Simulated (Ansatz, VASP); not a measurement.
# GaP in VASP and in Ansatz

```
CELL_PARAMETERS angstrom
0.00000 2.74078 2.81510
2.81510 0.00000 2.81510
2.81510 2.74078 0.00000
ATOMIC_POSITIONS crystal
Ga 0.00000 0.00000 0.00000
P 0.75000 0.75000 0.75000
```

Alike in both runs: task single point; functional PBEsol; k mesh 10 × 10 × 10; occupations gaussian, width 0.05 eV; no spin polarisation.

|  | VASP | Ansatz |
| --- | --- | --- |
| version | VASP 6.6.1 | Ansatz 0.2.0 |
| potentials or method | VASP PAW PBE potentials, release 64 (Ga_d, P) | scalar-relativistic, plane waves, PAW |
| plane-wave cutoff (eV) | 520 | 420 |
| valence electrons in the cell | 18 | 18 |

Ansatz gave:

| Quantity | Value |
| --- | --- |
| gap on the k mesh at the Fermi level (eV) | 1.08 |
| least direct gap on the mesh (eV) | 1.08 |
| pressure (GPa) | -5.5 |
| largest component of the traceless stress (GPa) | 1.24 |

Problem. Which values does VASP return?

Solution. gap on the k mesh at the Fermi level (eV): 1.09; least direct gap on the mesh (eV): 1.09; pressure (GPa): -5.5; largest component of the traceless stress (GPa): 1.25.

Ansatz warned: «pseudo_functional_mismatch».

Caveats: the PAW data sets were made with another functional, which shifts forces and pressure a little (VASP). A k mesh can miss the band edges.
